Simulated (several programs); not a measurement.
## What each method gives for Cu2O (Pn-3m)

Measured values to be reproduced:
- band gap: 2.17 eV (direct band gap, experimental column; “Importance of surface oxygen vacancies for ultrafast hot carrier relaxation and transport in Cu2O”; 2021; arxiv:2103.03167)
- bulk modulus: 112 GPa (bulk modulus; “Phonons, Nature of Bonding and Their Relation to Anomalous Thermal Expansion Behavior of M2O (M=Au, Ag, Cu)”; literature value, measurement temperature not stated; probably derived from elastic constants; 2013; arxiv:1311.4701)
- volume: 12.96 Å³ an atom (from the lattice constants; cubic lattice parameter; 293 K; “Phonons, Nature of Bonding and Their Relation to Anomalous Thermal Expansion Behavior of M2O (M=Au, Ag, Cu)”; room-temperature value, includes thermal expansion effects; 2013; arxiv:1311.4701)

Cu2O (started from an entry of an open crystallographic database), relaxed with r2SCAN in Ansatz, was computed with several methods. The symmetry is Pn-3m (No. 224, cubic); conventional cell a = 4.246 Å, 12.76 Å³ an atom. Around Cu lie 2 O at 1.84 Å; around O lie 4 Cu at 1.84 Å. No spin polarisation and no zero-point or thermal motion.

```xyz
6
Lattice="4.2461 0.0000 0.0000 0.0000 4.2461 0.0000 0.0000 0.0000 4.2461" Properties=species:S:1:pos:R:3 pbc="T T T"
Cu    1.0615    1.0615    1.0615
Cu    1.0615    3.1846    3.1846
Cu    3.1846    3.1846    1.0615
Cu    3.1846    1.0615    3.1846
O     0.0000    0.0000    0.0000
O     2.1230    2.1230    2.1230
```

Gaps and times are for a single point on this cell; volume and bulk modulus come from each method's own relaxation or energy curve at fixed shape. Times are rough, from shared hosts (AMD EPYC 7R13 Processor; Arm Neoverse V1; Arm Neoverse V2), and each method has its own mesh and cell size. A star marks a curve whose lowest point is an end point. PM7 (MOPAC), GFN1-xTB (tblite), GFN2-xTB (tblite) treat a cluster of cells at its zone centre, which samples few k points: where these miss a band edge, the gap comes out too large for that reason alone. Gaps from k meshes are read at a limited set of points (mesh, symmetry points, PBE's band edges), so each method's own least gap may be somewhat smaller. xTB and the PM methods were fitted mostly to molecules, and can miss a solid's gap by electronvolts. Minimal bases can be far off for gaps. Times of the plane-wave ladder aren't listed, since it ran on unlike processors and cards. GLLB-SC's gap includes the derivative discontinuity. d marks a direct gap, i an indirect one (no mark: not told apart), a dash a value that wasn't computed or didn't pass its checks.

```
                              method              kind  gap (eV)  own volume (Å³/atom)  bulk modulus (GPa)  atoms computed  processor time
                              PBEsol         semilocal         –                 12.55                   –               6               –
light PBE (260 eV and a coarse mesh)  light plane-wave    0.56 d                     –                   –               6           1.2 s
                   GFN1-xTB (tblite)     tight binding      0.50                     –                   –         cluster           2.5 s
                   GFN2-xTB (tblite)     tight binding      1.04                 12.45                  87         cluster           4.9 s
                                 LDA         semilocal    0.56 d                 12.06                   –               6               –
                                 PBE         semilocal    0.56 d                 13.24                 112               6               –
                              r2SCAN         semilocal    0.79 d                 12.76                 127               6               –
                      GLLB-SC (GPAW)   model potential      0.99                     –                   –               6            18 s
                      PBE/SZV (CP2K)       small basis    1.07 d                14.10*                103*               6            21 s
                            DDH-PBE0            hybrid    1.49 d                     –                   –               6               –
                     PBE/DZVP (CP2K)       small basis    0.50 d                 13.56                 107               6            76 s
                         PM7 (MOPAC)    semi-empirical      3.07                     –                   –         cluster           110 s
                               HSE06            hybrid    2.03 d                     –                   –               6               –
                                PBE0            hybrid    2.79 d                     –                   –               6               –
                        Hartree-Fock    exact exchange   10.59 d                     –                   –               6               –
```

Against HSE06 (2.03 eV) and with closed or daggered gaps left aside, the nearest gap at the points sampled is that of DDH-PBE0 (-0.54 eV) and the farthest that of Hartree-Fock (+8.56 eV). HSE06 is only a yardstick of convenience, and nearness to it can be luck.

Volumes against r2SCAN's: PBEsol -1.6 %, GFN2-xTB (tblite) -2.4 %, LDA -5.5 %, PBE +3.7 %, PBE/DZVP (CP2K) +6.3 %.

Comparison with experiment:
- Band gap, measured 2.17 eV: light PBE (260 eV and a coarse mesh) -1.61 eV, GFN1-xTB (tblite) -1.67 eV, GFN2-xTB (tblite) -1.13 eV, LDA -1.61 eV, PBE -1.61 eV, r2SCAN -1.38 eV, GLLB-SC (GPAW) -1.18 eV, PBE/SZV (CP2K) -1.10 eV, DDH-PBE0 -0.68 eV, PBE/DZVP (CP2K) -1.67 eV, PM7 (MOPAC) +0.90 eV, HSE06 -0.14 eV, PBE0 +0.62 eV, Hartree-Fock +8.42 eV.
- Bulk modulus, measured 112 GPa: GFN2-xTB (tblite) -22.3 %, PBE -0.1 %, r2SCAN +13.6 %, PBE/DZVP (CP2K) -4.8 %.
- Volume, measured 12.96 Å³ an atom: PBEsol -3.2 %, GFN2-xTB (tblite) -3.9 %, LDA -7.0 %, PBE +2.2 %, r2SCAN -1.5 %, PBE/DZVP (CP2K) +4.6 %.
The calculations are for a static lattice; samples hold vibrations, temperature and, in optical gaps, excitons. A measured value is shown where most reports agree with it, and only for the quantities listed.
